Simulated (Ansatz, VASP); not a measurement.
One calculation of Pd, two programs

Contents of INCAR:

```
ALGO = Normal ; EDIFF = 1E-7
ENCUT = 520 ; GGA = PS
ISIF = 2 ; ISMEAR = -1
LASPH = True ; LCHARG = False
LREAL = False ; LWAVE = False
NBANDS = 17 ; NELM = 100
PREC = Accurate ; SIGMA = 0.05
```

The input KPOINTS:

```
k-points
0
Gamma
  11 11 6
```

The input POSCAR:

```
Pd
1.0
    2.7268396102      0.0000000000      0.0000000000
   -1.3634198051      2.3615123745      0.0000000000
    0.0000000000      0.0000000000      4.5343992815
Pd
2
Direct
    0.3333333333      0.6666666667      0.2500000000
    0.6666666667      0.3333333333      0.7500000000
```

File input.yaml:

```yaml
crystal:
  lattice:
    - [2.7268396102, 0.0, 0.0]
    - [-1.3634198051, 2.3615123745, 0.0]
    - [0.0, 0.0, 4.5343992815]
  atoms:
    - { symbol: Pd, position: [0.3333333333, 0.6666666667, 0.25] }
    - { symbol: Pd, position: [0.6666666667, 0.3333333333, 0.75] }
hamiltonian:
  xc: pbesol
  pseudopotentials: { kind: paw }
kpoints:
  mp_grid: { grid: [11, 11, 6] }
scf:
  occupations: { method: fermi_dirac, width: 0.05 }
output:
  forces: true
  stress: true
  eigenvalues: true
```

Change from the starting cell: volume scaled by 0.94.

Alike in both runs: task single point; functional PBEsol; k mesh 11 × 11 × 6; occupations fermi-dirac, width 0.05 eV; no spin polarisation.

|  | VASP | Ansatz |
| --- | --- | --- |
| version | VASP 6.6.1 | Ansatz 0.2.0 |
| potentials or method | VASP PAW PBE potentials, release 64 (Pd) | Ansatz PAW |
| plane-wave cutoff (eV) | 520 | 420 |
| valence electrons in the cell | 20 | 36 |

```tsv
	VASP	Ansatz	Ansatz less VASP
gap on the k mesh at the Fermi level (eV)	none	none	-
pressure (GPa)	0.0	0.3	+0.34
largest component of the traceless stress (GPa)	0.22	0.27	+0.056
```

A gap of «none» marks a metal or a gap that the smearing closes. The two sets of potentials don't hold the same shells in valence.

Caveats: the PAW data sets were made with another functional, which shifts forces and pressure a little (VASP); the PAW data sets come from PBE, with cores solved anew for the run's functional, which leaves a small shift of forces and pressure (Ansatz).
